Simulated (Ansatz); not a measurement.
Write the native input for Ansatz 0.2.0 that does the following.

```yaml
Task: band structure
Functional: r2SCAN
Potentials_or_basis: Ansatz PAW
Cutoff: "500 eV (not typed: the program's choice for these potentials)"
k_mesh: 6 × 6 × 6
Occupations: fermi-dirac, width 0.05 eV
Spin: spin-orbit coupling, no magnetisation
Path: "[[\"G\", \"X\", \"W\", \"K\", \"G\", \"L\", \"U\", \"W\", \"L\", \"K\"], [\"U\", \"X\"]]"
Points_for_each_segment_of_the_path: 14
```

Crystal: CdS (Hawleyite).

```
Cd S
1.0
     0.00000    2.91650    2.91650
     2.91650    0.00000    2.91650
     2.91650    2.91650    0.00000
Cd S
1 1
Cartesian
  0.0000 0.0000 0.0000
  4.3748 4.3748 4.3748
```

These files were run (other wordings do the same):

input.yaml

```yaml
crystal:
  lattice:
    - [0.0, 2.9165, 2.9165]
    - [2.9165, 0.0, 2.9165]
    - [2.9165, 2.9165, 0.0]
  atoms:
    - { symbol: Cd, position: [0.0, 0.0, 0.0] }
    - { symbol: S, position: [0.75, 0.75, 0.75] }
hamiltonian:
  xc: r2scan
  pseudopotentials: { kind: paw_fr }
magnetization:
  noncollinear: true
  spin_orbit: true
kpoints:
  mp_grid: { grid: [6, 6, 6] }
  band_path:
    path:
      - [[0.0, 0.0, 0.0], [0.5, 0.0, 0.5], [0.5, 0.25, 0.75], [0.375, 0.375, 0.75], [0.0, 0.0, 0.0], [0.5, 0.5, 0.5], [0.625, 0.25, 0.625], [0.5, 0.25, 0.75], [0.5, 0.5, 0.5], [0.375, 0.375, 0.75]]
      - [[0.625, 0.25, 0.625], [0.5, 0.0, 0.5]]
    npoints: 14
scf:
  occupations: { method: fermi_dirac, width: 0.05 }
  n_extra_bands: 6
output:
  forces: true
  stress: true
  eigenvalues: true
  fatbands: true
```

Potentials or basis: Ansatz PAW.

Launch:

```bash
$ ansatz run input.yaml --threads 2 --pin off --max-ram 5632MiB --backend cpu --events-out ev --progress --plain --runs-dir out
```

It gave:

The pressure is 1.4 GPa, the band gap on the k mesh is 1.58 eV, direct and the band gap along the path is 1.58 eV, direct.

Caveat: the PAW data sets come from PBE, with cores solved anew for the run's functional, which leaves a small shift of forces and pressure.

Run time: 54 s on 2 threads of Intel(R) Xeon(R) Processor @ 2.50GHz (Skylake/Cascade Lake) (shared host), peak memory 0.67 GiB.
